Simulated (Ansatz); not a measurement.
**In: band structure with LDA**

In:

```
In
1.0
    -1.62547    1.62547    2.47370
     1.62547   -1.62547    2.47370
     1.62547    1.62547   -2.47370
In
1
Direct
  0.00000 0.00000 0.00000
```

* Program: Ansatz 0.2.0
* Task: band structure
* Functional: LDA
* Potentials or basis: all-electron LAPW, scalar-relativistic
* Cutoff: 179 eV (chosen from the basis error)
* Basis error allowed: 0.001 eV/atom
* k mesh: 11 × 11 × 11
* Occupations: fermi-dirac, width 0.05 eV
* Spin: no spin polarisation

The pressure is -2.5 GPa and the band gap along the path is none (metal or under the smearing width).

Levels at the corners of the path, in eV from the Fermi level:
```
point  band 8  band 9  band 10  band 11  band 12  band 13  band 14  band 15
    Γ  -14.42  -14.32    -9.60    10.40    10.40    10.57    11.68    14.01
    X  -14.21  -14.12    -1.96    -1.77     3.46     3.90     7.08     7.46
    Y  -14.32  -14.19    -1.82    -0.26     0.13     1.36    12.96    13.12
    S  -14.31  -14.23    -2.64    -1.20    -0.50     6.08     9.03    15.84
    Γ  -14.42  -14.32    -9.60    10.40    10.40    10.57    11.68    14.01
    Z  -14.18  -14.18    -3.04    -2.67     4.66     4.66     8.25     8.31
   S1  -14.31  -14.23    -2.64    -1.20    -0.50     6.08     9.03    15.84
    N  -14.23  -14.19    -4.40    -3.36     7.43     9.03    11.19    11.49
```

Run time: 7 s on 1 thread of Intel(R) Xeon(R) Platinum 8488C (Sapphire Rapids), on a shared host, peak memory 0.33 GiB.

Caveat: spin-orbit coupling is left out, which moves the levels of the heavy elements.
